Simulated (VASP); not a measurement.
# Fe: intraband terms of a metal's spectrum

Fe, P6_3/mmc (no. 194), 2 atoms in the cell. PBE, independent-particle dielectric function; PAW potentials Fe (PBE set).

## Input

INCAR.step1:
```
SYSTEM = Fe
EDIFF = 1E-7
ENCUT = 320
ISMEAR = 1
ISPIN = 2
KPAR = 4
LASPH = .True.
LCHARG = .True.
LMAXMIX = 4
LWAVE = .False.
MAGMOM = 3 3
PREC = Accurate
SIGMA = 0.1
```

INCAR.step2:
```
SYSTEM = Fe
CSHIFT = 0.1
EDIFF = 1E-6
ENCUT = 320
ICHARG = 11
ISMEAR = 0
ISPIN = 2
KPAR = 4
LASPH = .True.
LCHARG = .False.
LMAXMIX = 4
LWAVE = .True.
MAGMOM = 3 3
NBANDS = 26
NEDOS = 3000
OMEGAMAX = 30
PREC = Accurate
SIGMA = 0.3
```

INCAR.step3, as INCAR.step2 but for:
```
- LWAVE = .True.
+ ALGO = None
+ ISTART = 1
+ LOPTICS = .True.
+ LWAVE = .False.
+ NELM = 1
```

INCAR.step4, as INCAR.step3 but for:
```
+ WPLASMAI = 0.03
```

INCAR.step5 to INCAR.step6 change the same tag again: WPLASMAI = 0.1, 0.3.

INCAR.step7, as INCAR.step6 but for:
```
- WPLASMAI = 0.3
+ RTIME = 20
```

INCAR.step8, as INCAR.step7 but for:
```
- RTIME = 20
+ RTIME = 40
```

INCAR.step9, as INCAR.step8 but for:
```
- RTIME = 40
+ LNABLA = .True.
```

INCAR.step10, as INCAR.step9 but for:
```
- ISMEAR = 0
- LNABLA = .True.
+ ISMEAR = -5
```

KPOINTS.step1:
```
k-points
0
Gamma
  12 12 7
```

KPOINTS.step2:
```
k-points
0
Gamma
  10 10 6
```

POSCAR:
```
Fe
1.0
    2.4341575853      0.0000000000      0.0000000000
   -1.2170787927      2.1080423057      0.0000000000
    0.0000000000      0.0000000000      3.8419344700
Fe
2
Direct
    0.6666666667      0.3333333333      0.7500000000
    0.3333333333      0.6666666667      0.2500000000
```

Commands (each step's output is kept before the next begins):
```
cat potpaw_PBE.64/Fe/POTCAR > POTCAR
cp INCAR.step1 INCAR
cp KPOINTS.step1 KPOINTS
mpirun -np 4 vasp_std > vasp.out
cp INCAR.step2 INCAR
cp KPOINTS.step2 KPOINTS
mpirun -np 4 vasp_std > vasp.out
cp INCAR.step3 INCAR
mpirun -np 4 vasp_std > vasp.out
cp INCAR.step4 INCAR
mpirun -np 4 vasp_std > vasp.out
cp INCAR.step5 INCAR
mpirun -np 4 vasp_std > vasp.out
cp INCAR.step6 INCAR
mpirun -np 4 vasp_std > vasp.out
cp INCAR.step7 INCAR
mpirun -np 4 vasp_std > vasp.out
cp INCAR.step8 INCAR
mpirun -np 4 vasp_std > vasp.out
cp INCAR.step9 INCAR
mpirun -np 4 vasp_std > vasp.out
cp INCAR.step10 INCAR
mpirun -np 4 vasp_std > vasp.out
```

## Result

- Bands: 26

One ground state, settings moved in the last step alone:

| Settings | Plasma frequency (eV) | Im ε at 0.5 eV | Im ε at 1 eV | Im ε at 2 eV | Im ε at 4 eV | Time (s) |
|---|---|---|---|---|---|---|
| interband part alone | 7.24 | 51.2 | 60.8 | 54.4 | 11.0 | 7 |
| Drude term, WPLASMAI 0.03 | 7.24 | 63.8 | 62.3 | 54.6 | 11.0 | 7 |
| Drude term, WPLASMAI 0.1 | 7.24 | 91.6 | 65.9 | 55.0 | 11.1 | 9 |
| Drude term, WPLASMAI 0.3 | 7.24 | 143.8 | 75.2 | 56.3 | 11.2 | 8 |
| relaxation time RTIME 20 fs | 7.24 | 65.0 | 62.5 | 54.6 | 11.0 | 8 |
| relaxation time RTIME 40 fs | 7.24 | 58.1 | 61.6 | 54.5 | 11.0 | 8 |
| transversal form (LNABLA) | 4.89 | 23.4 | 27.5 | 25.2 | 6.1 | 7 |
| tetrahedron method | – | – | – | – | – | no result |

VASP 6.6.1 took 72 s on 4 cores (AMD EPYC 7R43 (Zen 3)), a shared host.
